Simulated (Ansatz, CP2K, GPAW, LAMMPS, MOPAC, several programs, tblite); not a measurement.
**What each method gives for RbBr (rocksalt)**

RbBr in the rocksalt structure, relaxed with r2SCAN in Ansatz, was computed with several methods. Space group Fm-3m (No. 225), cubic; conventional cell a = 6.922 Å, 41.45 Å³ an atom. Around Rb lie 6 Br at 3.46 Å; around Br lie 6 Rb at 3.46 Å. Calculated for a static, non-magnetic cell.

```xyz
2
Lattice="0.0000 3.4608 3.4608 3.4608 0.0000 3.4608 3.4608 3.4608 0.0000" Properties=species:S:1:pos:R:3 pbc="T T T"
Rb    0.0000    0.0000    0.0000
Br    3.4608    3.4608    3.4608
```

Gaps and times are for a single point on this cell; volume and bulk modulus come from each method's own relaxation or energy curve at fixed shape. Times are rough, from shared hosts (Arm Neoverse V1), and each method has its own mesh and cell size. GFN1-xTB (tblite): levels, charges or heat of formation failed a check of plausibility, so no values are given. PM6 (MOPAC), PM7 (MOPAC), GFN1-xTB (tblite), GFN2-xTB (tblite) treat a cluster of cells at its zone centre, which samples few k points: where these miss a band edge, the gap comes out too large for that reason alone. Gaps from k meshes are read at a limited set of points (mesh, symmetry points, PBE's band edges), so each method's own least gap may be somewhat smaller. Force fields have no electrons; where one was fitted to this phase, its volume and modulus reflect the fit. xTB and the PM methods were fitted mostly to molecules, and can miss a solid's gap by electronvolts. Minimal bases can be far off for gaps. GLLB-SC's gap includes the derivative discontinuity. d marks a direct gap, i an indirect one (no mark: not told apart), a dash a value that wasn't computed or didn't pass its checks.

```tsv
method	kind	gap (eV)	own volume (Å³/atom)	bulk modulus (GPa)	atoms computed	processor time
ffield.eim (LAMMPS)	force field	–	–	–	2	0.14 s
light PBE (260 eV, its own mesh)	light plane-wave	4.29 d	–	–	2	0.64 s
PBE	semilocal	4.29 d	43.20	12	2	2 s
GFN1-xTB (tblite)	tight binding	–	–	–	64	2.9 s
PM7 (MOPAC)	semi-empirical	1.86	–	–	64	3.6 s
GFN2-xTB (tblite)	tight binding	7.82	–	–	64	3.7 s
r2SCAN	semilocal	4.89 d	41.45	14	2	5.4 s
PM6 (MOPAC)	semi-empirical	9.82	–	–	64	5.9 s
PBE/SZV (CP2K)	small basis	3.25 d	44.71	14	2	9.2 s
GLLB-SC (GPAW)	model potential	8.43	–	–	2	9.9 s
PBE/single zeta (GPAW)	small basis	3.87 d	–	–	2	11 s
PBE/DZVP (CP2K)	small basis	4.32 d	43.88	12	2	21 s
```

Against r2SCAN (4.89 eV) the nearest gap at the points sampled is that of PBE/DZVP (CP2K) (-0.57 eV) and the farthest that of PM6 (MOPAC) (+4.93 eV). r2SCAN is only a yardstick of convenience: semilocal gaps usually lie below measured ones, which GLLB-SC and hybrids aim to mend.

Volumes against r2SCAN's: PBE +4.2 %, PBE/SZV (CP2K) +7.9 %, PBE/DZVP (CP2K) +5.9 %.

The runs are scalar-relativistic, without spin-orbit coupling.
